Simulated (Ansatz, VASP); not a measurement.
Cr: VASP beside Ansatz

```
Cr
1.0
     2.71400    0.00000    0.00000
    -1.35700    2.35039    0.00000
     0.00000    0.00000    4.41000
Cr
2
Direct
  0.33333 0.66667 0.25000
  0.66667 0.33333 0.75000
```

Alike in both runs: task single point; functional r2SCAN; k mesh 10 × 10 × 6; occupations fermi-dirac, width 0.1 eV; collinear spin.

|  | VASP | Ansatz |
| --- | --- | --- |
| version | VASP 6.6.1 | Ansatz 0.2.0 |
| potentials or method | VASP PAW PBE potentials, release 64 (Cr_pv) | PAW, plane waves, scalar-relativistic |
| plane-wave cutoff (eV) | 520 | 500 |
| valence electrons in the cell | 24 | 28 |

|  | VASP | Ansatz | Ansatz less VASP |
| --- | --- | --- | --- |
| pressure (GPa) | -15.7 | -16.0 | -0.36 |
| largest component of the traceless stress (GPa) | 4.31 | 4.29 | -0.020 |
| net moment per atom (μB) | 2.02 | 2.01 | -0.010 |
| size of the moment on the site where the two differ most (μB) | 1.96 | 1.91 | -0.050 |

Site moments also hang on the region over which each program counts them. The two sets of potentials don't hold the same shells in valence. Ansatz warned: «stability_check_not_made».

Caveats: so large a pressure means that the cell lies far from this level's equilibrium, or that cutoff or potentials fall short (VASP); the potentials were made for another functional, which shifts forces and pressure (VASP).
